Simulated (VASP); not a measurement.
TiSi2, 6 atoms in the cell. Symmetry: Fddd, No. 70, orthorhombic system. The conventional cell has a = 4.779 Å, b = 8.235 Å, c = 8.526 Å, α = 90.00°, β = 90.00°, γ = 90.00°. Ti (site symmetry 222) is surrounded by 10 Si at 2.55 to 2.78 Å. Around Si (site symmetry 2) lie 5 Si at 2.52 to 2.79 Å and 5 Ti at 2.55 to 2.78 Å. The cell is a database's computed one.

| Property | Result |
| --- | --- |
| Program | VASP 6.6.1 |
| Task | single point |
| Functional | PBEsol |
| Potentials or basis | VASP PAW PBE potentials, release 64 (Ti_sv, Si) |
| Cutoff | 520 eV |
| k mesh | 7 × 7 × 7 |
| Occupations | fermi-dirac, width 0.05 eV |
| Spin | no spin polarisation |
| Ladder | free |
| Further INCAR settings | ALGO = Normal; EDIFF = 1e-07; NBANDS = 29 |

Potentials or basis: VASP PAW PBE potentials, release 64 (Ti_sv, Si).

Run with:

```console
$ cat potpaw_PBE.64/Ti_sv/POTCAR potpaw_PBE.64/Si/POTCAR > POTCAR
$ mpirun -np 2 vasp_std > vasp.out
```

Hardware: 2 MPI ranks on Intel(R) Xeon(R) 6975P-C (Granite Rapids) (shared host).

Estimate the wall time of this run.

It took 56 s on 2 MPI ranks on Intel(R) Xeon(R) 6975P-C (Granite Rapids) (shared host), peak memory 0.3 GiB a rank. Counts: scf iterations 16, k points 64.
